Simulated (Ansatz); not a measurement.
# TaN: the cost of one run

Method: DFT r2SCAN, scalar-relativistic, plane waves, PAW, in Ansatz 0.2.0.

2 further runs of the same task are left out: 2 that didn't finish.

## Step 1: The structure to begin with

It takes space group P-6m2 (No. 187, hexagonal). The conventional cell has a = 2.950 Å, b = 2.950 Å, c = 2.898 Å, α = 90.00°, β = 90.00°, γ = 120.00°. Ta (site symmetry -6m2) is surrounded by 6 N at 2.24 Å. N (site symmetry -6m2) is surrounded by 6 Ta at 2.24 Å.

Coordinates:

```
Ta N
1.0
     2.95020    0.00000    0.00000
    -1.47510    2.55495    0.00000
     0.00000    0.00000    2.89779
Ta N
1 1
Direct
  0.33333 0.66667 0.50000
  0.00000 0.00000 0.00000
```

The cell was relaxed beforehand at this level, from a distorted copy of a database structure. At a tolerance of 0.05 Å it has space group P-6m2 (No. 187); it has 10.92 Å³/atom, an uncorrected energy of -1.13 eV/atom over the elements and, on its mesh, gap none (metal).

## Step 2: The same geometry with r2SCAN

Contents of input.yaml:

```yaml
crystal:
  lattice:
    - [2.950204523, 0.0, 0.0]
    - [-1.4751022615, 2.5549520633, 0.0]
    - [0.0, 0.0, 2.897788303]
  atoms:
    - { symbol: Ta, position: [0.3333333333, 0.6666666667, 0.5] }
    - { symbol: "N", position: [0.0, 0.0, 0.0] }
basis:
  ecutwfc: 500
kpoints:
  mp_grid: { grid: [21, 21, 20] }
  band_path:
    path:
      - [[0.0, 0.0, 0.0], [0.5, 0.0, 0.0], [0.33333333, 0.33333333, 0.0], [0.0, 0.0, 0.0], [0.0, 0.0, 0.5], [0.5, 0.0, 0.5], [0.33333333, 0.33333333, 0.5], [0.0, 0.0, 0.5]]
      - [[0.5, 0.0, 0.5], [0.5, 0.0, 0.0]]
      - [[0.33333333, 0.33333333, 0.5], [0.33333333, 0.33333333, 0.0]]
    npoints: 14
hamiltonian:
  xc: r2scan
scf:
  occupations: { method: gaussian, width: 0.1 }
  n_extra_bands: 6
output:
  forces: true
  stress: true
  eigenvalues: true
  populations: true
  dos: { projected: true, de: 0.02, nscf_kmesh: { grid: [32, 32, 30] } }
  bader: true
```

Command:

```console
ansatz run input.yaml --threads 1 --pin off --max-ram 2048MiB --backend cpu --events-out ev --progress --plain --runs-dir out
```

Q: Estimate wall time and peak memory on 1 thread of Intel Xeon 6975P-C (Granite Rapids), shared host.

About 57 s, with a peak of 0.83 GiB.
